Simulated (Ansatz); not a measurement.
**GdN in the rocksalt structure**

**The experiment.** The Crystallography Open Database holds a cell as deposited of cubic GdN (space group Fm-3m), temperature not stated (1963): a = 4.999 Å, 15.62 Å³/atom.

The computed numbers are results of PBE, scalar-relativistic (collinear spin) in the plane-wave PAW code Ansatz at 420 eV, 12×12×12 k-mesh, Gaussian smearing of 0.05 eV. The datasets are Ansatz's generated set soft_2.

```cif
data_structure
_symmetry_space_group_name_H-M 'P 1'
_symmetry_Int_Tables_number 1
_cell_length_a 3.5253
_cell_length_b 3.5253
_cell_length_c 3.5253
_cell_angle_alpha 60.000
_cell_angle_beta 60.000
_cell_angle_gamma 60.000
_cell_volume 30.98
loop_
_atom_site_label
_atom_site_type_symbol
_atom_site_fract_x
_atom_site_fract_y
_atom_site_fract_z
_atom_site_occupancy
Gd1 Gd 0.50000 0.50000 0.50000 1
N1 N 0.00000 0.00000 0.00000 1
```

The start was a prototype's sites filled with these elements; the Crystallography Open Database holds the compound in this structure.

Magnetic state: ferromagnetic, site spin moments Gd 6.86; N -0.09 μB.

The cell above was scaled in volume, its shape and atoms being fixed by the lattice's symmetry. Energies are counted from the cell above.

The cell is relaxed to zero pressure at this level.

| V (Å³/atom) | ΔE (meV/atom) | P (GPa) | largest moment (μB) |
| --- | --- | --- | --- |
| 14.64 | 22.7 | 9.1 | 6.85 |
| 14.87 | 11.5 | 6.3 | 6.85 |
| 15.18 | 2.6 | 2.9 | 6.86 |
| 15.49 | 0.0 | -0.1 | 6.87 |
| 15.80 | 3.0 | -2.9 | 6.87 |
| 16.11 | 11.1 | -5.4 | 6.88 |
| 16.57 | ? | ? | ? |
| 17.04 | 61.4 | -11.6 | 6.89 |

Q: Fill in the withheld row.

A: ΔE (meV/atom): 31.8, P (GPa): -8.8, largest moment (μB): 6.88.

Q: What do the points give for the equilibrium volume, the bulk modulus and its pressure derivative (third-order Birch–Murnaghan)?

A: V0 = 15.48 Å³/atom, B0 = 147 GPa, B0′ = 4.0.

B0·V0 = 146.6 GPa × 15.48 Å³ = 14.16 eV/atom sets the scale: near the minimum ΔE ≈ ½ B0 V0 x², with x = V/V0 − 1, and a pressure of 1.5 GPa squeezes the volume by about 1 %. At the ends of the curve: x = −5.4 % predicts 20.7 meV/atom and the run gives 22.7; x = +10.1 % predicts 72.3 meV/atom and the run gives 61.4. The lopsidedness is anharmonic: atoms resist being pushed together more than being pulled apart.

**Against experiment.** PBE gives 4.986 Å and 15.49 Å³/atom, −0.8 % in volume (−0.3 % in length) from the database's cell. PBE more often overestimates volumes; a smaller cell is partly the thermal expansion and zero-point motion that the static lattice lacks, roughly 0.5 to 1.4 % in volume at 300 K (room temperature assumed) by Grüneisen's rule, γ·3k_BT/(B0·V0) with γ of 1 to 2.5.

Exchange splits the half-filled 4f shell away from the Fermi level; the metal comes from a small overlap of other bands, which can be the functional's gap error. Scalar-relativistic only: spin–orbit splittings of the heavy atoms' levels are missing. The run wasn't fully tested for a lower electronic state. Site moments are of spin, integrated over atomic spheres.
